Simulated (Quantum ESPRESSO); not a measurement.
# BN (F-43m) in Quantum ESPRESSO: equation of state, part 2 of 2

Quantum ESPRESSO 7.5. The steps go on from the part before.

## 3. Single point, PBE, 5.72 Å³/atom

pw.in

```
&CONTROL
  calculation = 'scf'
  prefix = 'pwscf'
  outdir = './tmp'
  pseudo_dir = './pseudo'
  tprnfor = .true.
  tstress = .true.
  disk_io = 'nowf'
/
&SYSTEM
  ibrav = 0
  nat = 2
  ntyp = 2
  ecutwfc = 60
  ecutrho = 480
  nbnd = 9
  occupations = 'smearing'
  smearing = 'fd'
  degauss = 0.00367493
/
&ELECTRONS
  conv_thr = 4d-10
  electron_maxstep = 120
  mixing_beta = 0.5
/
ATOMIC_SPECIES
N     14.0070 N.pbe-n-radius_5.UPF
B     10.8100 b_pbe_v1.4.uspp.F.UPF
CELL_PARAMETERS angstrom
   0.0000000000    1.7884979828    1.7884979828
   1.7884979828    0.0000000000    1.7884979828
   1.7884979828    1.7884979828    0.0000000000
ATOMIC_POSITIONS crystal
N      0.2500000000    0.2500000000    0.2500000000
B      0.0000000000    0.0000000000    0.0000000000
K_POINTS automatic
13 13 13 0 0 0
```

Potentials or basis: SSSP 1.3 efficiency PBE.

Command:

```
OMP_NUM_THREADS=1 pw.x -in pw.in > pw.out
```

pw.out:

```text
This program is part of the open-source Quantum ESPRESSO suite
     for quantum simulation of materials; please cite
[... 9 lines left out ...]
     --------------------
     sticks:   dense  smooth     PW     G-vecs:    dense   smooth      PW
     Sum         757     379    121                13731     4909     941

     Using Slab Decomposition

     bravais-lattice index     =            0
     lattice parameter (alat)  =       4.7797  a.u.
     unit-cell volume          =      77.2133 (a.u.)^3
     number of atoms/cell      =            2
     number of atomic types    =            2
     number of electrons       =         8.00
     number of Kohn-Sham states=            9
     kinetic-energy cutoff     =      60.0000  Ry
     charge density cutoff     =     480.0000  Ry
     scf convergence threshold =      4.0E-10
     mixing beta               =       0.5000
     number of iterations used =            8  plain     mixing
     Exchange-correlation=  SLA  PW   PBX  PBC
                           (   1   4   3   4   0   0   0)

     celldm(1)=   4.779718  celldm(2)=   0.000000  celldm(3)=   0.000000
     celldm(4)=   0.000000  celldm(5)=   0.000000  celldm(6)=   0.000000

     crystal axes: (cart. coord. in units of alat)
               a(1) = (   0.000000   0.707107   0.707107 )
               a(2) = (   0.707107   0.000000   0.707107 )
               a(3) = (   0.707107   0.707107   0.000000 )
[... 43 lines left out ...]
        k(    2) = (   0.0543928   0.0543928  -0.0543928), wk =   0.0072827
        k(    3) = (   0.1087857   0.1087857  -0.1087857), wk =   0.0072827
        k(    4) = (   0.1631785   0.1631785  -0.1631785), wk =   0.0072827
        k(    5) = (   0.2175713   0.2175713  -0.2175713), wk =   0.0072827
        k(    6) = (   0.2719641   0.2719641  -0.2719641), wk =   0.0072827
[... 76 lines left out ...]
        k(   83) = (   0.0000000  -0.4351426   0.6527140), wk =   0.0218480
        k(   84) = (  -0.0543928  -0.3807498   0.7071068), wk =   0.0218480

     Dense  grid:    13731 G-vectors     FFT dimensions: (  36,  36,  36)

     Smooth grid:     4909 G-vectors     FFT dimensions: (  24,  24,  24)

     Initial potential from superposition of free atoms

     starting charge       7.9997, renormalised to       8.0000
     Starting wfcs are    8 randomized atomic wfcs +    1 random wfcs

     Self-consistent Calculation

     iteration #  1     ecut=    60.00 Ry     beta= 0.50
     Davidson diagonalization with overlap
     ethr =  1.00E-02,  avg # of iterations =  5.1

     total energy              =     -26.72033714 Ry
     estimated scf accuracy    <       0.21886990 Ry
[... 43 lines left out ...]
     iteration #  8     ecut=    60.00 Ry     beta= 0.50
     Davidson diagonalization with overlap
     ethr =  8.98E-10,  avg # of iterations =  1.3

     End of self-consistent calculation

          k = 0.0000 0.0000 0.0000 (   609 PWs)   bands (ev):

    -8.9162  11.6585  11.6585  11.6585  20.6465  20.6465  20.6465  22.5413
    37.0281
[... 413 lines left out ...]
    -2.9052   3.6601   4.5123   5.4113  21.2781  25.0138  26.1952  27.5918
    31.2369

     the Fermi energy is    14.0560 ev

!    total energy              =     -26.76005240 Ry
     estimated scf accuracy    <          2.3E-10 Ry
     smearing contrib. (-TS)   =       0.00000000 Ry
     internal energy E=F+TS    =     -26.76005240 Ry

     The total energy is F=E-TS. E is the sum of the following terms:
     one-electron contribution =       4.97439288 Ry
     hartree contribution      =       3.54781723 Ry
     xc contribution           =      -8.66161714 Ry
     ewald contribution        =     -26.62064536 Ry

     convergence has been achieved in   8 iterations

     Forces acting on atoms (cartesian axes, Ry/au):

     atom    1 type  1   force =     0.00000000   -0.00000000    0.00000000
     atom    2 type  2   force =    -0.00000000    0.00000000   -0.00000000

     Total force =     0.000000     Total SCF correction =     0.000000

     Computing stress (Cartesian axis) and pressure

          total   stress  (Ry/bohr**3)                   (kbar)     P=      143.71
   0.00097690  -0.00000000   0.00000000          143.71       -0.00        0.00
  -0.00000000   0.00097690   0.00000000           -0.00      143.71        0.00
   0.00000000   0.00000000   0.00097690            0.00        0.00      143.71

=------------------------------------------------------------------------------=
   JOB DONE.
=------------------------------------------------------------------------------=
```

Wall time 5.5 s (1 thread of Arm Neoverse V2, shared host); peak memory 0.05 GiB.

Results:

- Free energy: -364.0891 eV
- Pressure: 14.4 GPa
- Band gap on the k mesh: 4.59 eV, indirect (least direct gap 8.99 eV)

Caveat: an odd mesh through Γ misses points on the zone boundary, where band edges often lie.

## 4. Single point, PBE, 5.84 Å³/atom

Changes to pw.in since step 3:

```diff
@@ -29,5 +29,5 @@
 CELL_PARAMETERS angstrom
-   0.0000000000    1.7884979828    1.7884979828
-   1.7884979828    0.0000000000    1.7884979828
-   1.7884979828    1.7884979828    0.0000000000
+   0.0000000000    1.8008328414    1.8008328414
+   1.8008328414    0.0000000000    1.8008328414
+   1.8008328414    1.8008328414    0.0000000000
 ATOMIC_POSITIONS crystal
```

Command:

```
OMP_NUM_THREADS=1 pw.x -in pw.in > pw.out
```

It took 5.3 s on 1 thread of Arm Neoverse V2, shared host; peak memory 0.05 GiB.

It converged, with:

```
Free energy            : -364.1049 eV
Pressure               : 5.9 GPa
Band gap on the k mesh : 4.57 eV, indirect (least direct gap 8.89 eV)
```

Caveat: an odd mesh through Γ misses points on the zone boundary, where band edges often lie.

## 5. Single point, PBE, 5.96 Å³/atom

Changes to pw.in since step 4:

```diff
@@ -29,5 +29,5 @@
 CELL_PARAMETERS angstrom
-   0.0000000000    1.8008328414    1.8008328414
-   1.8008328414    0.0000000000    1.8008328414
-   1.8008328414    1.8008328414    0.0000000000
+   0.0000000000    1.8130010000    1.8130010000
+   1.8130010000    0.0000000000    1.8130010000
+   1.8130010000    1.8130010000    0.0000000000
 ATOMIC_POSITIONS crystal
```

Command:

```
OMP_NUM_THREADS=1 pw.x -in pw.in > pw.out
```

It took 5.3 s on 1 thread of Arm Neoverse V2, shared host; peak memory 0.05 GiB.

The run converged. Its results:

```
Free energy            : -364.1087 eV
Pressure               : -1.8 GPa
Band gap on the k mesh : 4.54 eV, indirect (least direct gap 8.79 eV)
```

Caveat: an odd mesh through Γ misses points on the zone boundary, where band edges often lie.

## 6. Single point, PBE, 6.08 Å³/atom

Changes to pw.in since step 5:

```diff
@@ -29,5 +29,5 @@
 CELL_PARAMETERS angstrom
-   0.0000000000    1.8130010000    1.8130010000
-   1.8130010000    0.0000000000    1.8130010000
-   1.8130010000    1.8130010000    0.0000000000
+   0.0000000000    1.8250079791    1.8250079791
+   1.8250079791    0.0000000000    1.8250079791
+   1.8250079791    1.8250079791    0.0000000000
 ATOMIC_POSITIONS crystal
```

Potentials or basis: SSSP 1.3 efficiency PBE.

Command:

```
OMP_NUM_THREADS=1 pw.x -in pw.in > pw.out
```

Run time: 5.4 s. Hardware: 1 thread of Arm Neoverse V2, shared host; peak memory 0.05 GiB.

It converged, with:

| Property | Result |
| --- | --- |
| Free energy | -364.1015 eV |
| Pressure | -8.8 GPa |
| Band gap on the k mesh | 4.52 eV, indirect (least direct gap 8.70 eV) |

Caveat: an odd mesh through Γ misses points on the zone boundary, where band edges often lie.

## 7. Single point, PBE, 6.20 Å³/atom

Changes to pw.in since step 6:

```diff
@@ -29,5 +29,5 @@
 CELL_PARAMETERS angstrom
-   0.0000000000    1.8250079791    1.8250079791
-   1.8250079791    0.0000000000    1.8250079791
-   1.8250079791    1.8250079791    0.0000000000
+   0.0000000000    1.8368590123    1.8368590123
+   1.8368590123    0.0000000000    1.8368590123
+   1.8368590123    1.8368590123    0.0000000000
 ATOMIC_POSITIONS crystal
```

Command:

```
OMP_NUM_THREADS=1 pw.x -in pw.in > pw.out
```

Run time: 5.5 s. Hardware: 1 thread of Arm Neoverse V2, shared host; peak memory 0.05 GiB.

The run converged. Its results:

```
Free energy            : -364.0844 eV
Pressure               : -15.1 GPa
Band gap on the k mesh : 4.50 eV, indirect (least direct gap 8.61 eV)
```

Caveat: an odd mesh through Γ misses points on the zone boundary, where band edges often lie.

## 8. Single point, PBE, 6.32 Å³/atom

Changes to pw.in since step 7:

```diff
@@ -29,5 +29,5 @@
 CELL_PARAMETERS angstrom
-   0.0000000000    1.8368590123    1.8368590123
-   1.8368590123    0.0000000000    1.8368590123
-   1.8368590123    1.8368590123    0.0000000000
+   0.0000000000    1.8485590667    1.8485590667
+   1.8485590667    0.0000000000    1.8485590667
+   1.8485590667    1.8485590667    0.0000000000
 ATOMIC_POSITIONS crystal
```

Command:

```
OMP_NUM_THREADS=1 pw.x -in pw.in > pw.out
```

Wall time 5.5 s (1 thread of Arm Neoverse V2, shared host); peak memory 0.05 GiB.

Results (log left out):

| Quantity | Value |
| --- | --- |
| Free energy | -364.0583 eV |
| Pressure | -20.9 GPa |
| Band gap on the k mesh | 4.47 eV, indirect (least direct gap 8.51 eV) |

Caveat: an odd mesh through Γ misses points on the zone boundary, where band edges often lie.

## 9. Equation of state, PBE

Potentials or basis: SSSP 1.3 efficiency PBE.

No new run: the results of the series are fitted here.

What came out:

```
Equilibrium volume                      : 5.94 Å³/atom
Bulk modulus                            : 371 GPa
Pressure derivative of the bulk modulus : 3.7
```

Energy against volume, from the lowest point:
```
volume (Å³/atom)  energy (meV/atom)
           5.602              24.29
           5.721               9.81
           5.840               1.91
           5.959               0.00
           6.078               3.58
           6.198              12.12
           6.317              25.19
```

## 10. Comparison with measurements

Step 9. A measured bulk modulus of BN is 395 GPa (300 K; quoted in “Effect of nanostructuration on compressibility of cubic BN”, 2012, arxiv:1208.3664); the calculated 371 GPa misses it by -6.0 %. The fit is for a static lattice scaled at fixed shape and fixed fractional positions.
